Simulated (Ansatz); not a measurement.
Crystal: Al3Ni2.

```
Ni Al
1.0
     3.99420    0.00000    0.00000
    -1.99710    3.45907    0.00000
     0.00000    0.00000    4.88086
Ni Al
2 3
Cartesian
  1.9971 1.1530 4.1655
  0.0000 2.3060 0.7154
  1.9971 1.1530 1.7177
  0.0000 2.3060 3.1632
  0.0000 0.0000 0.0000
```

The cell comes from a database or a generator and needn't be the stable form of this composition.

- Program: Ansatz 0.2.0
- Task: relaxation of cell and atoms
- Functional: PBEsol
- Dispersion: D3(BJ)-ATM
- Potentials or basis: Ansatz PAW
- Cutoff: 420 eV (not typed: the program's choice for these potentials)
- k mesh: 8 × 8 × 6
- Occupations: fermi-dirac, width 0.05 eV
- Spin: collinear spin, ferromagnetic start
- Starting moments: [1.0, 1.0, 0.0, 0.0, 0.0] μB

At the start: volume 13.49 Å³/atom.

Q: Where does the relaxation end?

A: It ends after 5 steps and the volume is 13.15 Å³/atom (-2.5 %); space group P-3m1 (No. 164, to 0.05 Å); moment 0.00 μB per cell.

Step by step:
```tsv
step	energy change (eV)	largest force (eV/Å)	volume (Å³)
1	0.0000	0.0436	67.44
2	-0.0176	0.0288	66.35
3	-0.0205	0.0064	65.73
4	-0.0205	0.0031	65.75
5	-0.0199	0.0031	65.75
```

Final structure:
```cif
data_structure
_symmetry_space_group_name_H-M 'P 1'
_symmetry_Int_Tables_number 1
_cell_length_a 3.9625
_cell_length_b 3.9625
_cell_length_c 4.8357
_cell_angle_alpha 90.000
_cell_angle_beta 90.000
_cell_angle_gamma 120.000
_cell_volume 65.75
loop_
_atom_site_label
_atom_site_type_symbol
_atom_site_fract_x
_atom_site_fract_y
_atom_site_fract_z
_atom_site_occupancy
Ni1 Ni 0.66667 0.33333 0.85402 1
Ni2 Ni 0.33333 0.66667 0.14598 1
Al1 Al 0.66667 0.33333 0.35294 1
Al2 Al 0.33333 0.66667 0.64706 1
Al3 Al 0.00000 0.00000 0.00000 1
```

Caveat: the plane-wave basis is chosen anew once the cell has moved, so the energies of steps on either side of that aren't comparable; pairwise dispersion overbinds metals, which lowers pressure and volume; the PAW data sets come from PBE, with cores solved anew for the run's functional, which leaves a small shift of forces and pressure; the starting moments weren't kept.
